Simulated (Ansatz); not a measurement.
# TiAl: what the sphere radii change

How much do the results for TiAl depend on the sphere radii?

Computed with Ansatz 0.2.0 (DFT, PBE, all-electron LAPW, scalar-relativistic, unless a step's input says otherwise).

### Step 1. The system as given

The structure is tetragonal, space group P4/mmm (No. 123). The conventional cell has a = 2.837 Å, b = 2.837 Å, c = 4.059 Å, α = 90.00°, β = 90.00°, γ = 90.00°. Around Ti (site symmetry 4/mmm) lie 4 Ti at 2.84 Å and 8 Al at 2.85 Å. Al (site symmetry 4/mmm) is surrounded by 4 Al at 2.84 Å and 8 Ti at 2.85 Å.

As a file:

```cif
data_structure
_symmetry_space_group_name_H-M 'P 1'
_symmetry_Int_Tables_number 1
_cell_length_a 2.8373
_cell_length_b 2.8373
_cell_length_c 4.0591
_cell_angle_alpha 90.000
_cell_angle_beta 90.000
_cell_angle_gamma 90.000
_cell_volume 32.68
loop_
_atom_site_label
_atom_site_type_symbol
_atom_site_fract_x
_atom_site_fract_y
_atom_site_fract_z
_atom_site_occupancy
Ti1 Ti 0.00000 0.00000 0.00000 1
Al1 Al 0.50000 0.50000 0.50000 1
```

The cell comes from a crystallographic database entry that wasn't checked; take it as a given geometry, which may be far from equilibrium.

Atoms are numbered in the order of the input: Ti1, Al2.

### Step 2. With all sphere radii typed as 0.851 Å

input.yaml

```yaml
crystal:
  lattice:
    - [2.8373, 0.0, 0.0]
    - [0.0, 2.8373, 0.0]
    - [0.0, 0.0, 4.0591]
  atoms:
    - { symbol: Ti, position: [0.0, 0.0, 0.0] }
    - { symbol: Al, position: [0.5, 0.5, 0.5] }
kpoints:
  mp_grid: { grid: [14, 14, 10] }
scf:
  occupations: { method: fermi_dirac, width: 0.03 }
hamiltonian:
  xc: pbe
  pseudopotentials:
    kind: all_electron
    lapw: { basis_error: 0.0005, muffin_tin_radii: { Ti: 0.851, Al: 0.851 } }
output:
  forces: true
  stress: true
  eigenvalues: true
```

Output:

```text
LAPW: plane waves up to 13.118 Å⁻¹, error target 5.0e-4 eV per atom; small_component_spin mean_spin; Al in spheres of 0.851 Å, 11 of its electrons in bands, Dirac shells []; Ti in spheres of 0.851 Å, 20 of its electrons in bands, Dirac shells []
Engine: ansatz 0.2.0
Pseudopotentials: kind: all_electron
Pseudopotential: Ti, LAPW, valence charge 20, Koelling and Harmon's equation, gaussian nucleus
Pseudopotential: Al, LAPW, valence charge 11, Koelling and Harmon's equation, gaussian nucleus
Functional definition: PBE
  parameter kappa = 0.804
  parameter beta = 0.06672455060314922
  exchange = pbe_x(kappa = kappa, mu = beta*pi^2/3)
  correlation = pbe_c(beta = beta)
Crystal: 2 atoms, lattice volume = 32.677 Å³
Basis set: ecut = 655.6420306576506 eV, 1245 PW (Γ), exchange–correlation at level 2
Bands: 20, of which v1, the nominal top of the filled ones, is band 16 counted from 1 (15 counted from 0)
Symmetry: 16 space group operations
Space group: P4/mmm (ITA 123), of the structure as read, at distance tolerance 3.2e-5 Å
k-points: 216 of 1960
Non-local potential: Ti, projectors of the file, none
Non-local potential: Al, projectors of the file, none
Initial density: superposition of atomic densities (chi_scale 0.1, normalization cell, long waves kept (reshape's long-wave potential 0.00 eV rms))
Initial wavefunctions: plane waves of lowest kinetic energy (no species holds an atomic orbital)
Functional: x = pbe(κ = 0.804, μ = 0.2195149727645171), c = pbe(β = 0.06672455060314922)
iter 1 solved again at ethr=1.42e-3 eV; its pass at ethr=1.00e-1 eV (dr2=4.42e-1 eV) is discarded
SCF iter   1: F=—  HF=-29841.839117 eV  |F-HF|=—  |Δ(HF+E_count)|=         —  Δρ=3.61e-2  dr2=4.42e-1  ethr=1.42e-3  ⟨swp⟩=2.0  Hψ=29832  notcnv=0
preconditioner: auto → Kerker (q_TF=auto, 2.704 Å⁻¹)  [metal: Δε(μ)=0.011 eV  Ē_g=5.456 eV  σ=0.030 eV  W_gap=0.10  n_scr=14 (ndim 8)  ℏωp=17.2 eV  f_vac=0.000  D(μ)=1.78/eV (n_scr^D=20)]
SCF iter   2: F=—  HF=-29841.725085 eV  |F-HF|=—  |Δ(HF+E_count)|=   1.14e-1  Δρ=2.02e-2  dr2=2.14e-1  ethr=1.42e-3  ⟨swp⟩=3.0  Hψ=13374  notcnv=0
SCF iter   3: F=—  HF=-29841.693070 eV  |F-HF|=—  |Δ(HF+E_count)|=   3.20e-2  Δρ=1.28e-2  dr2=7.96e-2  ethr=6.91e-4  ⟨swp⟩=2.0  Hψ=12101  notcnv=0
iter 4 solved again at ethr=8.98e-6 eV; its pass at ethr=2.57e-4 eV (dr2=2.78e-3 eV) is discarded
SCF iter   4: F=—  HF=-29841.669097 eV  |F-HF|=—  |Δ(HF+E_count)|=   2.40e-2  Δρ=2.19e-3  dr2=2.78e-3  ethr=8.98e-6  ⟨swp⟩=2.0  Hψ=21308  notcnv=0
SCF iter   5: F=—  HF=-29841.668382 eV  |F-HF|=—  |Δ(HF+E_count)|=         —  Δρ=5.43e-4  dr2=6.19e-5  ethr=8.97e-6  ⟨swp⟩=2.9  Hψ=11637  notcnv=0
the basis was enlarged: its passes take 232.8 KiB over the memory plan, 1 of 1 planned eigensolver slots
SCF iter   6: F=—  HF=-29841.668365 eV  |F-HF|=—  |Δ(HF+E_count)|=   1.71e-5  Δρ=1.61e-4  dr2=7.32e-6  ethr=2.00e-7  ⟨swp⟩=2.4  Hψ=11283  notcnv=0
SCF iter   7: F=—  HF=-29841.668363 eV  |F-HF|=—  |Δ(HF+E_count)|=   1.94e-6  Δρ=5.08e-5  dr2=7.20e-7  ethr=2.36e-8  ⟨swp⟩=2.1  Hψ=11214  notcnv=0
SCF iter   8: F=-29841.668363 eV  HF=-29841.668363 eV  |F-HF|=1.24e-9  |Δ(HF+E_count)|=   2.37e-8  Δρ=1.16e-5  dr2=3.45e-8  ethr=2.32e-9  ⟨swp⟩=2.7  Hψ=11388  notcnv=0
SCF 1 converged in 8 iterations: F = -29841.668363 eV  dr2 = 3.45e-8
SCF converged after 8 iterations
Free energy (F): -29841.668363 eV
Harris-Foulkes:  -29841.668363 eV  (|F-HF|=1.24e-9)
Internal energy: -29841.663268 eV  (E = F + TS)
E sigma→0 (E₀):  -29841.665816 eV
Entropy (-TS):   -0.005095 eV (-2.547 meV/atom)
Fermi energy:    12.061909 eV
--- Per-component energies (eV) ---
  E_band       = -4235.079758
  E_kinetic    = 30078.894568
  E_xc         = -1656.115314
  E_electrostatic = -58264.442522  (all electrons and nuclei)
  E_smearing   = -0.005095  (= −TS)
  E_closure    = 0.000000  (closes the sum)
  E_atoms      = -29830.403974  (free atoms, spherical and without spin; not in F)
  Σ components = -29841.668363   (vs F -29841.668363, Δ=0.00e0)
  Basis errors (estimates in eV, not in F): energy 1.8e-4 per atom: plane waves 1.6e-4 (8.9e-5 summed), levels above the bands 2.0e-62, relativity 8.4e-8, radial functions 2.2e-5, core shells 7.4e-10; eigenvalues (radial functions only) 7.3e-6; not estimated: angular momenta, meshes, grids; target (lapw.basis_error) 5.0e-4; muffin-tin radii Al 0.851 Å, Ti 0.851 Å
--- Forces (eV/Å), atoms counted from 1 ---
  atom   1  Ti     0.00000000    -0.00000000     0.00000000
  atom   2  Al     0.00000000    -0.00000000     0.00000000
  max |Σ_I F_I| component: 1.03e-29 eV/Å
--- Stress (GPa, compression-positive) ---
       -1.117578       0.000000       0.000000
        0.000000      -1.117578       0.000000
        0.000000       0.000000      -0.104657
  P = ⅓ Tr σ = -0.7799 GPa (-7.799 kbar)
--- Band table (eV; the first three rows and the last of 216) ---
  k-point 0: bands = ["-518.8155", "-426.1395", "-426.0837", "-426.0837", "-90.4125", "-51.8772", "-51.8772", "-51.8423", "-44.5690", "-20.9672", "-20.5444", "-20.5444", "3.0491", "10.2198", "11.2136", "11.7496", "14.1764", "14.1764", "15.2976", "18.2473"]
  k-point 1: bands = ["-518.8155", "-426.1395", "-426.0837", "-426.0837", "-90.4125", "-51.8772", "-51.8772", "-51.8423", "-44.5690", "-20.9688", "-20.5443", "-20.5443", "3.1412", "9.8033", "11.2294", "11.9539", "14.1375", "14.1375", "15.2990", "18.5596"]
  k-point 2: bands = ["-518.8155", "-426.1395", "-426.0837", "-426.0837", "-90.4125", "-51.8772", "-51.8772", "-51.8423", "-44.5688", "-20.9732", "-20.5442", "-20.5442", "3.4090", "8.9427", "11.2716", "12.2683", "14.0402", "14.0402", "15.3025", "19.3696"]
  k-point 215: bands = ["-518.8155", "-426.1395", "-426.0837", "-426.0837", "-90.4104", "-51.8892", "-51.8892", "-51.8401", "-44.4605", "-20.9337", "-20.9337", "-20.8724", "9.5572", "9.7842", "9.7842", "13.7293", "14.1695", "14.7585", "16.1625", "16.1625"]
```

It took 81 s on 1 thread, shared host.

In short: pressure -0.78 GPa; no gap.

### Step 3. With all sphere radii typed as 1.021 Å

input.yaml: that of step 2 with these lines changed.

```diff
@@ -16,3 +16,3 @@
     kind: all_electron
-    lapw: { basis_error: 0.0005, muffin_tin_radii: { Ti: 0.851, Al: 0.851 } }
+    lapw: { basis_error: 0.0005, muffin_tin_radii: { Ti: 1.021, Al: 1.021 } }
 output:
```

Output:

```text
LAPW: plane waves up to 10.913 Å⁻¹, error target 5.0e-4 eV per atom; small_component_spin mean_spin; Al in spheres of 1.021 Å, 11 of its electrons in bands, Dirac shells []; Ti in spheres of 1.021 Å, 20 of its electrons in bands, Dirac shells []
[... 9 set-up lines as earlier in the session ...]
Crystal: 2 atoms, lattice volume = 32.677 Å³
Basis set: ecut = 453.711564727874 eV, 683 PW (Γ), exchange–correlation at level 2
Bands: 20, of which v1, the nominal top of the filled ones, is band 16 counted from 1 (15 counted from 0)
[... 2 set-up lines as earlier in the session ...]
k-points: 216 of 1960
[... 5 set-up lines as earlier in the session ...]
iter 1 solved again at ethr=1.19e-3 eV; its pass at ethr=1.00e-1 eV (dr2=3.69e-1 eV) is discarded
SCF iter   1: F=—  HF=-29841.839218 eV  |F-HF|=—  |Δ(HF+E_count)|=         —  Δρ=3.23e-2  dr2=3.70e-1  ethr=1.19e-3  ⟨swp⟩=2.0  Hψ=27324  notcnv=0
preconditioner: auto → Kerker (q_TF=auto, 2.704 Å⁻¹)  [metal: Δε(μ)=0.011 eV  Ē_g=5.456 eV  σ=0.030 eV  W_gap=0.10  n_scr=14 (ndim 8)  ℏωp=17.2 eV  f_vac=0.000  D(μ)=1.78/eV (n_scr^D=20)]
SCF iter   2: F=—  HF=-29841.723668 eV  |F-HF|=—  |Δ(HF+E_count)|=   1.16e-1  Δρ=1.87e-2  dr2=2.20e-1  ethr=1.19e-3  ⟨swp⟩=3.0  Hψ=13822  notcnv=0
SCF iter   3: F=—  HF=-29841.692187 eV  |F-HF|=—  |Δ(HF+E_count)|=   3.15e-2  Δρ=1.27e-2  dr2=7.49e-2  ethr=7.11e-4  ⟨swp⟩=2.0  Hψ=13182  notcnv=0
iter 4 solved again at ethr=1.77e-5 eV; its pass at ethr=2.42e-4 eV (dr2=5.48e-3 eV) is discarded
SCF iter   4: F=—  HF=-29841.669515 eV  |F-HF|=—  |Δ(HF+E_count)|=   2.27e-2  Δρ=3.03e-3  dr2=5.46e-3  ethr=1.77e-5  ⟨swp⟩=2.0  Hψ=21959  notcnv=0
SCF iter   5: F=—  HF=-29841.668414 eV  |F-HF|=—  |Δ(HF+E_count)|=         —  Δρ=5.94e-4  dr2=8.86e-5  ethr=1.76e-5  ⟨swp⟩=2.9  Hψ=12683  notcnv=0
the basis was enlarged: its passes take 294.2 KiB over the memory plan, 1 of 1 planned eigensolver slots
SCF iter   6: F=—  HF=-29841.668388 eV  |F-HF|=—  |Δ(HF+E_count)|=   2.61e-5  Δρ=2.28e-4  dr2=1.26e-5  ethr=2.86e-7  ⟨swp⟩=2.2  Hψ=12307  notcnv=0
SCF iter   7: F=—  HF=-29841.668389 eV  |F-HF|=—  |Δ(HF+E_count)|=   1.56e-6  Δρ=5.64e-5  dr2=8.58e-7  ethr=4.05e-8  ⟨swp⟩=2.0  Hψ=12266  notcnv=0
SCF iter   8: F=-29841.668389 eV  HF=-29841.668389 eV  |F-HF|=2.70e-8  |Δ(HF+E_count)|=   9.44e-9  Δρ=1.35e-5  dr2=5.90e-8  ethr=2.77e-9  ⟨swp⟩=2.5  Hψ=12373  notcnv=0
SCF 1 converged in 8 iterations: F = -29841.668389 eV  dr2 = 5.90e-8
SCF converged after 8 iterations
Free energy (F): -29841.668389 eV
Harris-Foulkes:  -29841.668389 eV  (|F-HF|=2.70e-8)
Internal energy: -29841.663295 eV  (E = F + TS)
E sigma→0 (E₀):  -29841.665842 eV
Entropy (-TS):   -0.005095 eV (-2.547 meV/atom)
Fermi energy:    12.062031 eV
--- Per-component energies (eV) ---
  E_band       = -4235.072290
  E_kinetic    = 30078.900723
  E_xc         = -1656.115153
  E_electrostatic = -58264.448865  (all electrons and nuclei)
  E_smearing   = -0.005095  (= −TS)
  E_closure    = 0.000000  (closes the sum)
  E_atoms      = -29830.403974  (free atoms, spherical and without spin; not in F)
  Σ components = -29841.668389   (vs F -29841.668389, Δ=0.00e0)
  Basis errors (estimates in eV, not in F): energy 1.7e-4 per atom: plane waves 1.5e-4 (8.8e-5 summed), levels above the bands 2.0e-62, relativity 4.4e-8, radial functions 1.6e-5, core shells 3.4e-12; eigenvalues (radial functions only) 1.7e-5; not estimated: angular momenta, meshes, grids; target (lapw.basis_error) 5.0e-4; muffin-tin radii Al 1.021 Å, Ti 1.021 Å
--- Forces (eV/Å), atoms counted from 1 ---
  atom   1  Ti    -0.00000000     0.00000000     0.00000000
  atom   2  Al     0.00000000    -0.00000000     0.00000000
  max |Σ_I F_I| component: 6.90e-31 eV/Å
--- Stress (GPa, compression-positive) ---
       -1.119399       0.000000       0.000000
        0.000000      -1.119399       0.000000
        0.000000       0.000000      -0.106486
  P = ⅓ Tr σ = -0.7818 GPa (-7.818 kbar)
--- Band table (eV; the first three rows and the last of 216) ---
  k-point 0: bands = ["-518.8149", "-426.1391", "-426.0829", "-426.0829", "-90.4124", "-51.8773", "-51.8773", "-51.8420", "-44.5688", "-20.9671", "-20.5442", "-20.5442", "3.0492", "10.2199", "11.2138", "11.7497", "14.1765", "14.1765", "15.2978", "18.2474"]
  k-point 1: bands = ["-518.8149", "-426.1391", "-426.0829", "-426.0829", "-90.4124", "-51.8773", "-51.8773", "-51.8420", "-44.5688", "-20.9687", "-20.5441", "-20.5441", "3.1413", "9.8034", "11.2296", "11.9540", "14.1376", "14.1376", "15.2991", "18.5597"]
  k-point 2: bands = ["-518.8149", "-426.1391", "-426.0829", "-426.0829", "-90.4124", "-51.8773", "-51.8773", "-51.8420", "-44.5686", "-20.9731", "-20.5440", "-20.5440", "3.4090", "8.9428", "11.2718", "12.2684", "14.0403", "14.0403", "15.3026", "19.3697"]
  k-point 215: bands = ["-518.8149", "-426.1391", "-426.0829", "-426.0829", "-90.4103", "-51.8893", "-51.8893", "-51.8398", "-44.4603", "-20.9335", "-20.9335", "-20.8723", "9.5574", "9.7842", "9.7842", "13.7293", "14.1695", "14.7586", "16.1627", "16.1627"]
```

It took 38 s on 1 thread, shared host.

This run gives: pressure -0.78 GPa; no gap.

### Step 4. With all sphere radii typed as 1.192 Å

input.yaml: that of step 3 with these lines changed.

```diff
@@ -16,3 +16,3 @@
     kind: all_electron
-    lapw: { basis_error: 0.0005, muffin_tin_radii: { Ti: 1.021, Al: 1.021 } }
+    lapw: { basis_error: 0.0005, muffin_tin_radii: { Ti: 1.192, Al: 1.192 } }
 output:
```

Output:

```text
LAPW: plane waves up to 9.438 Å⁻¹, error target 5.0e-4 eV per atom; small_component_spin mean_spin; Al in spheres of 1.192 Å, 11 of its electrons in bands, Dirac shells []; Ti in spheres of 1.192 Å, 18 of its electrons in bands, Dirac shells []
[... 2 set-up lines as earlier in the session ...]
Pseudopotential: Ti, LAPW, valence charge 18, Koelling and Harmon's equation, gaussian nucleus
[... 6 set-up lines as earlier in the session ...]
Crystal: 2 atoms, lattice volume = 32.677 Å³
Basis set: ecut = 339.4106860960103 eV, 481 PW (Γ), exchange–correlation at level 2
Bands: 19, of which v1, the nominal top of the filled ones, is band 15 counted from 1 (14 counted from 0)
[... 2 set-up lines as earlier in the session ...]
k-points: 216 of 1960
[... 5 set-up lines as earlier in the session ...]
iter 1 solved again at ethr=9.64e-4 eV; its pass at ethr=1.00e-1 eV (dr2=2.79e-1 eV) is discarded
SCF iter   1: F=—  HF=-29841.839219 eV  |F-HF|=—  |Δ(HF+E_count)|=         —  Δρ=2.80e-2  dr2=2.80e-1  ethr=9.64e-4  ⟨swp⟩=2.4  Hψ=26693  notcnv=0
preconditioner: auto → none  [metal: Δε(μ)=0.011 eV  Ē_g=5.456 eV  σ=0.030 eV  W_gap=0.10  n_scr=6 (ndim 8)  ℏωp=17.2 eV  f_vac=0.000  D(μ)=1.78/eV (n_scr^D=20)  sad-step TF]
SCF iter   2: F=—  HF=-29841.725493 eV  |F-HF|=—  |Δ(HF+E_count)|=   1.14e-1  Δρ=1.69e-2  dr2=2.16e-1  ethr=9.64e-4  ⟨swp⟩=3.0  Hψ=13013  notcnv=0
SCF iter   3: F=—  HF=-29841.722042 eV  |F-HF|=—  |Δ(HF+E_count)|=   3.45e-3  Δρ=1.61e-2  dr2=1.90e-1  ethr=7.45e-4  ⟨swp⟩=3.0  Hψ=13257  notcnv=0
iter 4 solved again at ethr=1.23e-5 eV; its pass at ethr=6.55e-4 eV (dr2=3.57e-3 eV) is discarded
SCF iter   4: F=—  HF=-29841.668183 eV  |F-HF|=—  |Δ(HF+E_count)|=   5.39e-2  Δρ=3.49e-3  dr2=3.58e-3  ethr=1.23e-5  ⟨swp⟩=2.0  Hψ=20496  notcnv=0
SCF iter   5: F=—  HF=-29841.668496 eV  |F-HF|=—  |Δ(HF+E_count)|=         —  Δρ=1.93e-4  dr2=1.04e-5  ethr=1.23e-5  ⟨swp⟩=2.0  Hψ=11609  notcnv=0
the basis was enlarged: its passes take 243.9 KiB over the memory plan, 1 of 1 planned eigensolver slots
SCF iter   6: F=—  HF=-29841.668487 eV  |F-HF|=—  |Δ(HF+E_count)|=   8.57e-6  Δρ=4.50e-5  dr2=5.45e-7  ethr=3.60e-8  ⟨swp⟩=3.0  Hψ=12400  notcnv=0
SCF iter   7: F=-29841.668487 eV  HF=-29841.668487 eV  |F-HF|=1.91e-9  |Δ(HF+E_count)|=   2.70e-7  Δρ=3.63e-6  dr2=2.21e-9  ethr=1.88e-9  ⟨swp⟩=2.2  Hψ=11658  notcnv=0
SCF 1 converged in 7 iterations: F = -29841.668487 eV  dr2 = 2.21e-9
SCF converged after 7 iterations
Free energy (F): -29841.668487 eV
Harris-Foulkes:  -29841.668487 eV  (|F-HF|=1.91e-9)
Internal energy: -29841.663392 eV  (E = F + TS)
E sigma→0 (E₀):  -29841.665940 eV
Entropy (-TS):   -0.005095 eV (-2.547 meV/atom)
Fermi energy:    12.061888 eV
--- Per-component energies (eV) ---
  E_band       = -3197.444812
  E_kinetic    = 30078.906419
  E_xc         = -1656.115931
  E_electrostatic = -58264.453881  (all electrons and nuclei)
  E_smearing   = -0.005095  (= −TS)
  E_closure    = 0.000000  (closes the sum)
  E_atoms      = -29830.403974  (free atoms, spherical and without spin; not in F)
  Σ components = -29841.668487   (vs F -29841.668487, Δ=0.00e0)
  Basis errors (estimates in eV, not in F): energy 1.1e-4 per atom: plane waves 8.2e-5 (4.5e-5 summed), levels above the bands 2.0e-62, relativity 1.5e-8, radial functions 2.4e-5, core shells 4.8e-7; eigenvalues (radial functions only) 1.0e-6; not estimated: angular momenta, meshes, grids; target (lapw.basis_error) 5.0e-4; muffin-tin radii Al 1.192 Å, Ti 1.192 Å
--- Forces (eV/Å), atoms counted from 1 ---
  atom   1  Ti     0.00000000     0.00000000     0.00000000
  atom   2  Al     0.00000000     0.00000000     0.00000000
  max |Σ_I F_I| component: 3.94e-31 eV/Å
--- Stress (GPa, compression-positive) ---
       -1.118107       0.000000       0.000000
        0.000000      -1.118107       0.000000
        0.000000       0.000000      -0.105425
  P = ⅓ Tr σ = -0.7805 GPa (-7.805 kbar)
--- Band table (eV; the first three rows and the last of 216) ---
  k-point 0: bands = ["-426.1393", "-426.0833", "-426.0833", "-90.4122", "-51.8770", "-51.8770", "-51.8418", "-44.5691", "-20.9672", "-20.5444", "-20.5444", "3.0492", "10.2198", "11.2136", "11.7497", "14.1763", "14.1763", "15.2975", "18.2473"]
  k-point 1: bands = ["-426.1393", "-426.0833", "-426.0833", "-90.4122", "-51.8770", "-51.8770", "-51.8419", "-44.5690", "-20.9689", "-20.5443", "-20.5443", "3.1413", "9.8033", "11.2294", "11.9539", "14.1375", "14.1375", "15.2989", "18.5596"]
  k-point 2: bands = ["-426.1393", "-426.0833", "-426.0833", "-90.4122", "-51.8770", "-51.8770", "-51.8419", "-44.5688", "-20.9733", "-20.5442", "-20.5442", "3.4090", "8.9427", "11.2716", "12.2683", "14.0401", "14.0401", "15.3024", "19.3696"]
  k-point 215: bands = ["-426.1393", "-426.0833", "-426.0833", "-90.4101", "-51.8890", "-51.8890", "-51.8397", "-44.4605", "-20.9337", "-20.9337", "-20.8724", "9.5573", "9.7842", "9.7842", "13.7294", "14.1694", "14.7585", "16.1626", "16.1626"]
```

It took 30 s on 1 thread, shared host.

In short: pressure -0.78 GPa; no gap.

### Step 5. The sweep in one table

| sphere radius (Å) | energy from the first row (meV/atom) | pressure (GPa) | SCF cycles, all passes | time |
| --- | --- | --- | --- | --- |
| all sphere radii typed as 0.851 Å | 0.00 | -0.78 | 8 | 81 s |
| all sphere radii typed as 1.021 Å | -0.01 | -0.78 | 8 | 38 s |
| all sphere radii typed as 1.192 Å | -0.06 | -0.78 | 7 | 30 s |

Energies are those extrapolated to zero smearing.

### Step 6. What came out

| quantity | value |
| --- | --- |
| largest change of energy from «all sphere radii typed as 0.851 Å» (zero smearing) | -0.1 meV/atom (all sphere radii typed as 1.192 Å) |
| pressure, in all runs (LAPW) | -0.78 GPa |

What this shows: Across the runs the energy spans 0.1 meV/atom. A complete basis would give the same answer for any radius, so the spread shows part of the basis error. The pressure spans under 0.01 GPa (LAPW).
